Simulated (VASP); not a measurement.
# BN: GW band gap, scheme by scheme

BN, P1 (no. 1), 2 atoms in the cell. PBE, GW; PAW potentials N_GW, B_GW (PBE set).

| GW scheme | Iterations | Frequency points | Quasiparticle gap on the mesh (eV) | Gap of the starting point on the mesh (eV) | Quasiparticle gap at the zone centre (eV) | Starting gap at the zone centre (eV) | Correction of the gap between the band edges on the mesh (eV) | Time (s) |
|---|---|---|---|---|---|---|---|---|
| evGW0 low-scaling | 4 | 12 | 4.58 | 3.00 | 8.05 | 6.33 | 1.57 | 681 |
| evGW0 | 4 | 48 | 4.65 | 3.00 | 8.14 | 6.33 | 1.65 | 340 |
| QSGW0 | 4 | 48 | 4.85 | 3.00 | 8.32 | 6.33 | 1.85 | 632 |
| COHSEX | 6 | 1 | 6.09 | 3.00 | 9.91 | 6.33 | 3.09 | 652 |

Limits: the mesh is coarse: the screening isn't converged, and the gap may still move by about 0.1 eV.

## Input of the first row

INCAR.step1:
```
SYSTEM = BN
PREC = Accurate
ENCUT = 500
ISMEAR = 0
SIGMA = 0.05
LASPH = .TRUE.
LREAL = .FALSE.
GGA = PE
ALGO = Normal
EDIFF = 1E-8
NELM = 150
LWAVE = .TRUE.
LCHARG = .FALSE.
KPAR = 4
```

INCAR.step2, as INCAR.step1 but for:
```
- ALGO = Normal
- NELM = 150
+ ALGO = Exact
+ NELM = 1
+ ISTART = 1
+ NBANDS = 108
+ LOPTICS = .TRUE.
```

INCAR.step3:
```
SYSTEM = BN
PREC = Accurate
ENCUT = 500
ISMEAR = 0
SIGMA = 0.05
LASPH = .TRUE.
LREAL = .FALSE.
GGA = PE
ALGO = EVGW0R
NBANDS = 108
NBANDSGW = 14
ENCUTGW = 200
NOMEGA = 12
PRECFOCK = Fast
ISTART = 1
LWAVE = .FALSE.
LCHARG = .FALSE.
NELMGW = 4
MAXMEM = 1800
LFOCKSTD = .TRUE.
```

KPOINTS:
```
k-points
0
Gamma
  4 4 4
```

POSCAR:
```
BN
1.0
    2.5080409239      0.0000000000      0.0000000000
   -1.2467107647      2.1762310413      0.0000000000
   -0.6306650796     -1.0881155206      3.0225400000
N B
1 1
Direct
    0.6685060000      0.3323850000      0.9849990000
    0.9796430000      0.9834990000      0.0018060000
```

Commands (each step's output is kept before the next begins):
```
cat potpaw_PBE.64/N_GW/POTCAR potpaw_PBE.64/B_GW/POTCAR > POTCAR
cp INCAR.step1 INCAR
mpirun -np 4 vasp_std > vasp.out
cp INCAR.step2 INCAR
mpirun -np 4 vasp_std > vasp.out
cp INCAR.step3 INCAR
mpirun -np 4 vasp_std > vasp.out
```

Changes of the last row against the first:
```
(step 3)
- ALGO = EVGW0R
- NOMEGA = 12
- NELMGW = 4
- MAXMEM = 1800
- LFOCKSTD = True
+ ALGO = QPGW
+ NOMEGA = 1
+ NELMGW = 6
+ LOPTICS = True
+ LPEAD = True
+ KPAR = 4
```

VASP 6.6.1 took 681 s on 4 cores (AMD EPYC 7R43 (Zen 3)), a shared host.
